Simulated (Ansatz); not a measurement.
**MoS2: stress in a strained cell**

MoS2 is deformed so: equal xy, yz and zx engineering shear strains of +2 %. What stress and forces result, by LAPW, PAW and all-electron datasets made for the crystal?

Computed with Ansatz 0.2.0 (DFT PBE, scalar-relativistic, unless a step's input says otherwise).

### Step 1. The system as given

It takes space group P6_3/mmc (No. 194, hexagonal). Conventional cell: a = 3.161 Å, b = 3.161 Å, c = 12.295 Å, α = 90.00°, β = 90.00°, γ = 120.00°. Mo (site symmetry -6m2) has 6 S at 2.37 Å as nearest neighbours. Around S (site symmetry 3m) lie 3 Mo at 2.37 Å.

As a file:

```cif
data_structure
_symmetry_space_group_name_H-M 'P6_3/mmc'
_symmetry_Int_Tables_number 194
_cell_length_a 3.1610
_cell_length_b 3.1610
_cell_length_c 12.2950
_cell_angle_alpha 90.000
_cell_angle_beta 90.000
_cell_angle_gamma 120.000
_cell_volume 106.39
loop_
_atom_site_label
_atom_site_type_symbol
_atom_site_symmetry_multiplicity
_atom_site_Wyckoff_symbol
_atom_site_fract_x
_atom_site_fract_y
_atom_site_fract_z
_atom_site_occupancy
Mo1 Mo 2 c 0.33333 0.66667 0.25000 1
S1 S 4 f 0.33333 0.66667 0.62750 1
```

The file gives the conventional cell by its symmetry; the runs use the cell typed in the input.

Atoms are numbered in the order of the input: Mo1, Mo2, S3, S4, S5, S6.

### Step 2. The deformed structure

Space group P6_3/mmc before, P-1 after.

### Step 3. LAPW, all electrons

input.yaml reads:

```yaml
crystal:
  lattice:
    - [3.1610016016, 0.031610016, 0.031610016]
    - [-1.5531257239, 2.7217026804, 0.0115700689]
    - [0.12295, 0.12295, 12.295]
  atoms:
    - { symbol: Mo, position: [0.3333333333, 0.6666666667, 0.25] }
    - { symbol: Mo, position: [0.6666666667, 0.3333333333, 0.75] }
    - { symbol: S, position: [0.3333333333, 0.6666666667, 0.6275] }
    - { symbol: S, position: [0.6666666667, 0.3333333333, 0.1275] }
    - { symbol: S, position: [0.3333333333, 0.6666666667, 0.8725] }
    - { symbol: S, position: [0.6666666667, 0.3333333333, 0.3725] }
kpoints:
  mp_grid: { grid: [10, 10, 3] }
  band_path:
    path:
      - [0.0, 0.0, 0.0]
      - [0.0, -0.5, 0.0]
      - [0.0, 0.0, 0.5]
      - [0.0, 0.0, 0.0]
      - [-0.5, 0.0, 0.0]
      - [-0.5, 0.5, -0.5]
      - [0.0, 0.0, 0.0]
      - [-0.5, 0.0, -0.5]
      - [-0.5, 0.5, 0.0]
    npoints: 5
scf:
  occupations: { method: fermi_dirac, width: 0.03 }
hamiltonian:
  xc: pbe
  pseudopotentials: { kind: all_electron, lapw: { basis_error: 0.001 } }
output:
  forces: true
  stress: true
  eigenvalues: true
```

Launch:

```console
$ ansatz run input.yaml --threads 2 --pin off --max-ram 6144MiB --backend cpu --events-out ev --progress --plain --runs-dir out
```

### Step 4. PAW on the default files

Changes to input.yaml since step 3:

```diff
@@ -14,14 +14,2 @@
   mp_grid: { grid: [10, 10, 3] }
-  band_path:
-    path:
-      - [0.0, 0.0, 0.0]
-      - [0.0, -0.5, 0.0]
-      - [0.0, 0.0, 0.5]
-      - [0.0, 0.0, 0.0]
-      - [-0.5, 0.0, 0.0]
-      - [-0.5, 0.5, -0.5]
-      - [0.0, 0.0, 0.0]
-      - [-0.5, 0.0, -0.5]
-      - [-0.5, 0.5, 0.0]
-    npoints: 5
 scf:
@@ -30,3 +18,3 @@
   xc: pbe
-  pseudopotentials: { kind: all_electron, lapw: { basis_error: 0.001 } }
+  pseudopotentials: { kind: paw }
 output:
@@ -35 +23,6 @@
   eigenvalues: true
+  efg: { contact_densities: true }
+  write_density: true
+  write_potential: true
+  elf: true
+  volumetric_format: npy
```

### Step 5. All-electron PAW on datasets made for the crystal

Changes to input.yaml since step 4:

```diff
@@ -18,3 +18,3 @@
   xc: pbe
-  pseudopotentials: { kind: paw }
+  pseudopotentials: { kind: all_electron, datasets: crystal }
 output:
@@ -24,5 +24 @@
   efg: { contact_densities: true }
-  write_density: true
-  write_potential: true
-  elf: true
-  volumetric_format: npy
```

(Steps that only read results are left out.)

Before running it: what results should come out? Wanted: pressure; largest shear or deviatoric stress.

As calculated:

| quantity | value |
| --- | --- |
| pressure | LAPW 9.12, PAW 9.10, crystal datasets 9.12 GPa |
| largest shear or deviatoric stress (LAPW) | 4.41 GPa |

**Reading.** The largest part of the stress beyond the pressure is 4.41 GPa in size, in the zz component; the atoms are carried along and not relaxed. No run of the undeformed cell stands beside it, so the pressure holds what the given cell had before the change. PAW: stress within 0.02 GPa of LAPW, forces within 1 meV/Å. Crystal datasets: stress within 0.01 GPa of LAPW, forces within 1 meV/Å.
